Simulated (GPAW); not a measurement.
Runs of GPAW 26.7.0 on Ge. It takes space group Fd-3m (No. 227, cubic). Conventional cell: a = 5.658 Å, b = 5.658 Å, c = 5.658 Å, α = 90.00°, β = 90.00°, γ = 90.00°. Ge (site symmetry -43m) has 4 Ge at 2.45 Å as nearest neighbours. 

| task | level | potentials or basis | cell | k mesh | cutoff (eV) | smearing | maxiter | optimizer | fmax | max steps | convergence | mesh quality | gap on the mesh (eV) | pressure (GPa) | relaxed volume (Å³/atom) |
| --- | --- | --- | --- | --- | --- | --- | --- | --- | --- | --- | --- | --- | --- | --- | --- |
| relaxation of cell and atoms | PBEsol+D3(BJ) | PAW data sets generated in the run's folder for this functional, pw | relaxed | 8 × 8 × 8 | 600 | fermi-dirac 0.05 eV | 150 | BFGS | 0.02 eV/Å | 60 | density=1e-05 forces=0.0001 | not flagged | 0.17 | 0.0 | 22.34 |
| relaxation of cell and atoms | PBEsol | PAW data sets generated in the run's folder for this functional, pw | relaxed to 2 GPa | 8 × 8 × 8 | 600 | fermi-dirac 0.05 eV | 150 | BFGS | 0.02 eV/Å | 60 | density=1e-05 forces=0.0001 | not flagged | 0.18 | 2.0 | - |
| relaxation of cell and atoms | PBEsol | PAW data sets generated in the run's folder for this functional, pw | relaxed | 8 × 8 × 8 | 600 | fermi-dirac 0.05 eV | 150 | BFGS | 0.02 eV/Å | 60 | density=1e-05 forces=0.0001 | not flagged | none | 0.0 | (b) |
| relaxation of cell and atoms | PBEsol | PAW data sets generated in the run's folder for this functional, pw | relaxed to 30 GPa | 8 × 8 × 8 | 600 | fermi-dirac 0.05 eV | 150 | BFGS | 0.02 eV/Å | 60 | density=1e-05 forces=0.0001 | not flagged | 0.09 | 30.0 | - |
| relaxation of cell and atoms | PBEsol+D3(BJ)+ATM | PAW data sets generated in the run's folder for this functional, pw | relaxed | 8 × 8 × 8 | 600 | fermi-dirac 0.05 eV | 150 | BFGS | 0.02 eV/Å | 60 | density=1e-05 forces=0.0001 | not flagged | 0.14 | 0.0 | (a) |
| single point | PBE | GPAW PAW data sets (gpaw-data 1.2.1), pw | as given | 7 × 7 × 7 | 450 | fermi-dirac 0.05 eV | 120 | - | - | - | default | not flagged | 0.09 | 3.9 | - |
| relaxation of cell and atoms | PBEsol+D3 | PAW data sets generated in the run's folder for this functional, pw | relaxed | 8 × 8 × 8 | 600 | fermi-dirac 0.05 eV | 150 | BFGS | 0.02 eV/Å | 60 | density=1e-05 forces=0.0001 | not flagged | none | 0.0 | 22.71 |
| relaxation of cell and atoms | PBEsol | PAW data sets generated in the run's folder for this functional, pw | relaxed to 20 GPa | 8 × 8 × 8 | 600 | fermi-dirac 0.05 eV | 150 | BFGS | 0.02 eV/Å | 60 | density=1e-05 forces=0.0001 | not flagged | 0.20 | 20.0 | - |
| relaxation of cell and atoms | PBEsol | PAW data sets generated in the run's folder for this functional, pw | relaxed to 10 GPa | 8 × 8 × 8 | 600 | fermi-dirac 0.05 eV | 150 | BFGS | 0.02 eV/Å | 60 | density=1e-05 forces=0.0001 | not flagged | 0.34 | 9.9 | - |
| relaxation of cell and atoms | PBEsol+D4 | PAW data sets generated in the run's folder for this functional, pw | relaxed | 8 × 8 × 8 | 600 | fermi-dirac 0.05 eV | 150 | BFGS | 0.02 eV/Å | 60 | density=1e-05 forces=0.0001 | not flagged | 0.08 | 0.0 | 22.55 |

Alike in all rows: no spin polarisation.

Question: Estimate the missing entries.

Answer: (a) 22.40; (b) 22.95.

Caveats: later steps reuse the first step's grids (some runs); the volume moved by over 15 % at a fixed basis, so the end points are rough (some runs); the cutoff is short for stress and forces, so pressures can be off by a GPa or more (some runs); an odd mesh through Γ misses points on the zone boundary, where band edges often lie (some runs); pairwise dispersion overbinds metals, which lowers pressure and volume (some runs).

A k mesh can miss the band edges, and the runs leave out spin-orbit coupling on Ge.

A gap of «none» marks a metal or a gap under the smearing width.
